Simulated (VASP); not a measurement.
# Al (Fm-3m) in VASP: notebook

Runs on Al. Level: PBE. Tasks: relaxation of cell and atoms, relaxation of the atoms.

All numbers are computed with VASP 6.6.1; they aren't measurements. Logs are shortened: lines on timing, memory, paths and dates and some standing lists are left out, and cuts for length are marked.

## (1) Starting point

It takes space group Fm-3m (No. 225, cubic). The conventional cell has a = 4.041 Å, b = 4.041 Å, c = 4.041 Å, α = 90.00°, β = 90.00°, γ = 90.00°. Around Al (site symmetry m-3m) lie 12 Al at 2.86 Å.

## (2) Relaxation of cell and atoms, PBE

INCAR

```
SYSTEM = Al
  PREC = Accurate
  ENCUT = 300
  EDIFF = 1E-7
  ISMEAR = 1
  SIGMA = 0.1
  LREAL = .False.
  LASPH = .True.
  NELM = 80
  ALGO = Normal
  ISIF = 3
  LWAVE = .False.
  LCHARG = .False.
  GGA = PE
  IBRION = 2
  NSW = 90
  EDIFFG = -0.005
```

KPOINTS

```
regular mesh
0
Gamma
  8 8 8
  0 0 0
```

POSCAR

```
Al                                      
1.0
    0.0000000000      2.0206946484      2.0206946484
    2.0206946484     -0.0000000000      2.0206946484
    2.0206946484      2.0206946484     -0.0000000000
  Al            
     1
Direct
     0.0000000000000000    0.0000000000000000    0.0000000000000000
```

Potentials or basis: VASP PAW PBE potentials, release 64 (Al).

Started as:

```bash
cat potpaw_PBE.64/Al/POTCAR > POTCAR
mpirun -np 1 vasp_std > vasp.out
```

OUTCAR:

```text
SYSTEM = Al
   PREC = Accurate
   ENCUT = 300
   EDIFF = 1E-7
   ISMEAR = 1
   LREAL = .False.
   LASPH = .True.
   NELM = 80
   ISIF = 3
   GGA = PE
   IBRION = 2
   NSW = 90
   EDIFFG = -0.005

 ion  position               nearest neighbor table
   1  0.000  0.000  0.000-

  LATTYP: Found a face centered cubic cell.
 ALAT       =     4.0413892968

  Lattice vectors:

 A1 = (   0.0000000000,   2.0206946484,   2.0206946484)
 A2 = (   2.0206946484,   0.0000000000,   2.0206946484)
 A3 = (   2.0206946484,   2.0206946484,   0.0000000000)

Analysis of symmetry for initial positions (statically):
=====================================================================
 Subroutine PRICEL returns:
 Original cell was already a primitive cell.

 Routine SETGRP: Setting up the symmetry group for a
 face centered cubic supercell.

 Subroutine GETGRP returns: Found 48 space group operations
 (whereof 48 operations were pure point group operations)
 out of a pool of 48 trial point group operations.

The static configuration has the point symmetry O_h .

Analysis of symmetry for dynamics (positions and initial velocities):
=====================================================================
 Subroutine PRICEL returns:
 Original cell was already a primitive cell.

 Routine SETGRP: Setting up the symmetry group for a
 face centered cubic supercell.

 Subroutine GETGRP returns: Found 48 space group operations
 (whereof 48 operations were pure point group operations)
 out of a pool of 48 trial point group operations.

The dynamic configuration has the point symmetry O_h .

 Subroutine INISYM returns: Found 48 space group operations
 (whereof 48 operations are pure point group operations),
 and found     1 'primitive' translations

----------------------------------------------------------------------------------------

                                     Primitive cell

  volume of cell :      16.5018

  direct lattice vectors                    reciprocal lattice vectors
     0.000000000  2.020694648  2.020694648    -0.247439662  0.247439662  0.247439662
     2.020694648  0.000000000  2.020694648     0.247439662 -0.247439662  0.247439662
     2.020694648  2.020694648  0.000000000     0.247439662  0.247439662 -0.247439662
[... 73 lines left out ...]
   PREC   = accura    normal or accurate (medium, high low for compatibility)
   ISTART =      0    job   : 0-new  1-cont  2-samecut
   ICHARG =      2    charge: 1-file 2-atom 10-const
   ISPIN  =      1    spin polarized calculation?
   LNONCOLLINEAR =      F non collinear calculations
   LSORBIT =      F    spin-orbit coupling
   LASPH  =      T    aspherical Exc in radial PAW
   ENCUT  =  300.0 eV  22.05 Ry    4.70 a.u.   4.04  4.04  4.04*2*pi/ulx,y,z
   NELM   =     80;   NELMIN=  2; NELMDL= -5     # of ELM steps
   EDIFF  = 0.1E-06   stopping-criterion for ELM
   LREAL  =      F    real-space projection
   EDIFFG = -.5E-02   stopping-criterion for IOM
   NSW    =     90    number of steps for IOM
   IBRION =      2    ionic relax: 0-MD 1-quasi-New 2-CG
   NFREE  =      1    steps in history (QN), initial steepest desc. (CG)
   ISIF   =      3    stress and relaxation
   ISYM   =      2    0-nonsym 1-usesym 2-fastsym
   POTIM  = 0.5000    time-step for ionic-motion
   TEBEG  =    0.0;   TEEND  =   0.0 temperature during run
   PSTRESS=    0.0 pullay stress
   NELECT =       3.0000    total number of electrons
   NUPDOWN=      -1.0000    fix difference up-down
   EMIN   =  10.00;   EMAX   =-10.00  energy-range for DOS
   EFERMI =   0.00;   METHOD = LEGACY
   ISMEAR =     1;   SIGMA  =   0.10  broadening in eV -4-tet -1-fermi 0-gaus
   EFERMI_NEDOS =   21; number of points for ismear=-14 and -15
   IALGO  =     38    algorithm
   IMIX   =      4    mixing-type and parameters
     AMIX     =   0.40;   BMIX     =  1.00
     AMIX_MAG =   1.60;   BMIX_MAG =  1.00
  volume/ion in A,a.u.               =      16.50       111.36
  Fermi-wavevector in a.u.,A,eV,Ry     =   0.927409  1.752549 11.702196  0.860087
  Thomas-Fermi vector in A             =   2.053475
   LORBIT       =      0    0 simple, 1 ext, 2 COOP (PROOUT), +10 PAW based schemes
   GGA     = PE    functional components
   LHFCALC =     F    Hartree Fock is set to
   AEXX    =    0.0000 exact exchange contribution
   IVDW    =     0    specifies the selected vdW correction
   LEPSILON=     F    determine dielectric tensor
   LRPA    =     F    only Hartree local field effects (RPA)
 conjugate gradient relaxation of ions
 non-spin polarized calculation
 Methfessel and Paxton  Order N= 1 SIGMA  =   0.10
  energy-cutoff  :      300.00
  volume of cell :       16.50
 maximum number of plane-waves:       206
   NGX =  9   NGY =  9   NGZ =  9

 number of electron       3.0000000 magnetization

 Free energy of the ion-electron system (eV)
  ---------------------------------------------------
  ext. energy  EPLUGINS =         0.00000000
  ---------------------------------------------------
  free energy    TOTEN  =        -3.73571841 eV

  energy without entropy =       -3.73461002  energy(sigma->0) =       -3.73534895

 E-fermi :   8.0921     XC(G=0): -10.1947

 val. band max:        7.6788996969   @ k =  -0.2500   0.3750   0.1250
 cond. band min:       8.1394100531   @ k =   0.5000   0.2500   0.1250
 fundamental gap:      0.4605103561
 Fermi energy:         8.0920866306

 k-point     1 :       0.0000    0.0000    0.0000
  band No.  band energies     occupation
      1      -3.1323      2.00000
      2      20.6599      0.00000
      3      20.6599      0.00000
      4      20.6599      0.00000
      5      22.1133      0.00000
[... 177 lines left out ...]
 k-point    24 :      -0.3750    0.2500    0.1250
  band No.  band energies     occupation
      1       4.4558      2.00000
      2       4.7171      2.00000
      3      12.9794      0.00000
      4      13.4590      0.00000
      5      21.3134      0.00000

 [... further k-points ...]
[... 5 lines left out ...]
  --------------------------------------------------------------------------------------
  -------------------------------------------------------------------------------------
  Total        0.0000268      0.0000268      0.0000268      0.0000000      0.0000000      0.0000000
  in kB        0.0026032      0.0026032      0.0026032      0.0000000      0.0000000      0.0000000
  external PRESSURE =       0.0026032 kB  Pullay stress =       0.0000000 kB

 VOLUME and BASIS-vectors are now :
 -----------------------------------------------------------------------------
  energy-cutoff  :      300.00
  volume of cell :       16.50
      direct lattice vectors                 reciprocal lattice vectors
     0.000000000  2.020694648  2.020694648    -0.247439662  0.247439662  0.247439662
     2.020694648  0.000000000  2.020694648     0.247439662 -0.247439662  0.247439662
     2.020694648  2.020694648  0.000000000     0.247439662  0.247439662 -0.247439662

 POSITION                                       TOTAL-FORCE (eV/Angst)
 -----------------------------------------------------------------------------------
      0.00000      0.00000      0.00000         0.000000      0.000000      0.000000
 -----------------------------------------------------------------------------------
    total drift:                                0.000000     -0.000000      0.000000

  FREE ENERGIE OF THE ION-ELECTRON SYSTEM (eV)
  ---------------------------------------------------
  free  energy   TOTEN  =        -3.7357184130 eV

  energy  without entropy=       -3.7346100175  energy(sigma->0) =       -3.73534895

 reached required accuracy - stopping structural energy minimisation
```

CONTCAR:

```text
Al
   1.00000000000000
     0.0000000000000000    2.0206946484000001    2.0206946484000001
     2.0206946484000001    0.0000000000000000    2.0206946484000001
     2.0206946484000001    2.0206946484000001    0.0000000000000000
  Al
     1
Direct
     0.0000000000000000    0.0000000000000000    0.0000000000000000

  0.00000000E+00  0.00000000E+00  0.00000000E+00
```

Run time: 0.9 s. Hardware: 1 thread of Intel Xeon 6975P-C (Granite Rapids), shared host; peak memory 0.1 GiB.

Results:

```yaml
Free_energy: -3.7357 eV
Pressure_after_relaxing: 0.0 GPa
Band_gap_on_the_k_mesh: none (metal or under the smearing width)
```

Final structure:
```yaml
crystal:
  lattice:
    - [0.00000, 2.02069, 2.02069]
    - [2.02069, 0.00000, 2.02069]
    - [2.02069, 2.02069, 0.00000]
  atoms:
    - { symbol: Al, position: [0.00000, 0.00000, 0.00000] }
```

Caveat: the relaxation stopped at its first step, so nothing moved.

## (3) Relaxation of the atoms, PBE (a relaxed cell with its volume scaled by 0.94)

Edit INCAR of step 2 so:

```diff
@@ -9,4 +9,4 @@
   NELM = 80
-  ALGO = Normal
-  ISIF = 3
+  ALGO = Fast
+  ISIF = 2
   LWAVE = .False.
@@ -15,3 +15,3 @@
   IBRION = 2
-  NSW = 90
-  EDIFFG = -0.005
+  NSW = 40
+  EDIFFG = -0.01
```

KPOINTS is that of step 2.

POSCAR

```
Al                                      
1.0
    0.0000000000      1.9794444075      1.9794444075
    1.9794444075      0.0000000000      1.9794444075
    1.9794444075      1.9794444075      0.0000000000
  Al            
     1
Direct
     0.0000000000000000    0.0000000000000000    0.0000000000000000
```

Potentials or basis: VASP PAW PBE potentials, release 64 (Al).

Started as:

```bash
cat potpaw_PBE.64/Al/POTCAR > POTCAR
mpirun -np 1 vasp_std > vasp.out
```

Run time: 1 s. Hardware: 1 thread of Intel Xeon 6975P-C (Granite Rapids), shared host; peak memory 0.11 GiB.

The run converged. Its results:

```yaml
Free_energy: -3.7184 eV
Pressure_after_relaxing: 5.6 GPa
Band_gap_on_the_k_mesh: none (metal or under the smearing width)
```

Final structure:
```cif
data_structure
_symmetry_space_group_name_H-M 'P 1'
_symmetry_Int_Tables_number 1
_cell_length_a 2.7994
_cell_length_b 2.7994
_cell_length_c 2.7994
_cell_angle_alpha 60.000
_cell_angle_beta 60.000
_cell_angle_gamma 60.000
_cell_volume 15.51
loop_
_atom_site_label
_atom_site_type_symbol
_atom_site_fract_x
_atom_site_fract_y
_atom_site_fract_z
_atom_site_occupancy
Al1 Al 0.00000 0.00000 0.00000 1
```

Levels at points of the mesh, in eV from the Fermi level:
```csv
k point,band 1,band 2,band 3,band 4,band 5
"(0.00, 0.00, 0.00)",-11.64,12.94,12.94,12.94,14.87
"(0.50, 0.00, 0.00)",-4.91,-4.53,11.71,11.71,12.02
"(0.50, 0.50, 0.00)",-3.14,-1.69,5.22,5.82,5.82
```

Caveat: the relaxation stopped at its first step, so nothing moved.

## (4) Relaxation of the atoms, PBE (a relaxed cell with its volume scaled by 0.96)

INCAR is that of step 3.

KPOINTS is that of step 3.

POSCAR

```
Al                                      
1.0
    0.0000000000      1.9933846162      1.9933846162
    1.9933846162      0.0000000000      1.9933846162
    1.9933846162      1.9933846162      0.0000000000
  Al            
     1
Direct
     0.0000000000000000    0.0000000000000000    0.0000000000000000
```

Started as:

```bash
cat potpaw_PBE.64/Al/POTCAR > POTCAR
mpirun -np 1 vasp_std > vasp.out
```

Run time: 0.9 s. Hardware: 1 thread of Intel Xeon 6975P-C (Granite Rapids), shared host; peak memory 0.1 GiB.

The run converged. Its results:

| Property | Result |
| --- | --- |
| Free energy | -3.7281 eV |
| Pressure after relaxing | 3.5 GPa |
| Band gap on the k mesh | none (metal or under the smearing width) |

Final structure:
```yaml
crystal:
  lattice:
    - [0.00000, 1.99338, 1.99338]
    - [1.99338, 0.00000, 1.99338]
    - [1.99338, 1.99338, 0.00000]
  atoms:
    - { symbol: Al, position: [0.00000, 0.00000, 0.00000] }
```

Levels at points of the mesh, in eV from the Fermi level:
```
           k point  band 1  band 2  band 3  band 4  band 5
(0.00, 0.00, 0.00)  -11.50   12.81   12.81   12.81   14.57
(0.50, 0.00, 0.00)   -4.84   -4.51   11.60   11.60   11.77
(0.50, 0.50, 0.00)   -3.10   -1.69    5.21    5.71    5.71
```

Caveat: the relaxation stopped at its first step, so nothing moved.

## (5) Summary

```csv
task,cell,gap on the mesh (eV),pressure (GPa)
relaxation of cell and atoms,relaxed,none,0.0
relaxation of the atoms,atoms relaxed from: a relaxed cell with its volume scaled by 0.94,none,5.6
relaxation of the atoms,atoms relaxed from: a relaxed cell with its volume scaled by 0.96,none,3.5
```

Alike in all rows: level PBE; potentials or basis VASP PAW PBE potentials, release 64 (Al); no spin polarisation; k mesh 8 × 8 × 8; cutoff (eV) 300; smearing methfessel-paxton 0.1 eV.

Caveats: the relaxation stopped at its first step, so nothing moved.

Total energies depend on the potentials used, so only differences within one code and one set of settings carry meaning.
